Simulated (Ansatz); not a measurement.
## HfO₂ under strain — O-17 NMR of the central transition

Cell: a structure deposited in the COD, relaxed with PBE at fixed cell and then changed (z compressed by 4 %).

```
Hf O
1.0
     5.11800    0.00000    0.00000
     0.00000    5.18570    0.00000
    -0.85866    0.00000    5.00531
Hf O
4 8
Direct
  0.27670 0.04188 0.20813
  0.72330 0.54188 0.29187
  0.72330 0.95812 0.79187
  0.27670 0.45812 0.70813
  0.44655 0.75838 0.48027
  0.55345 0.25838 0.01973
  0.55345 0.24162 0.51973
  0.44655 0.74162 0.98027
  0.07264 0.33925 0.33895
  0.92736 0.83925 0.16105
  0.92736 0.66075 0.66105
  0.07264 0.16075 0.83895
```

Atom numbers follow the list; atoms alike are taken as one site, whose name carries the number of the first.

Level of theory: DFT, PBE, plane waves and PAW, scalar-relativistic, 420 eV cutoff, Γ-centred 4×4×4 k-points, Fermi–Dirac smearing 0.02 eV (Ansatz 0.2.0).

O-17 has I = 5/2 and Q = -25.58 mb (Pyykkö 2018); at 11.7 T its Larmor frequency is ν₀ = 67.6 MHz. Only the quadrupole interaction is simulated: positions count from each site's isotropic chemical shift, and J coupling is left out, as are shift anisotropy and dipolar coupling, which fast spinning averages.

The O sites: O5 (atoms 5, 6, 7, 8; 4 Hf at 2.10–2.20 Å); O9 (atoms 9, 10, 11, 12; 3 Hf at 2.04–2.08 Å).

Fitted components of the simulated spectrum:

```json
{"component": "A", "|C_Q| (MHz)": "0.756", "η": "0.46"}
{"component": "B", "|C_Q| (MHz)": "1.08", "η": "0.52"}
```

Q: Which site most likely gives which component?

A: By the calculation, A is O9, B is O5. Like point charges on the first shell alone (each adding as 1/d³) would put O9 above O5: the covalent part of each bond and the atoms beyond the first shell count as well.

Without spin–orbit coupling the gradients at and beside Hf can be off by some per cent, at some sites by more. At this changed cell the PBE pressure is 16 GPa. The atoms aren't relaxed in the changed cell (largest force 0.5 eV/Å).
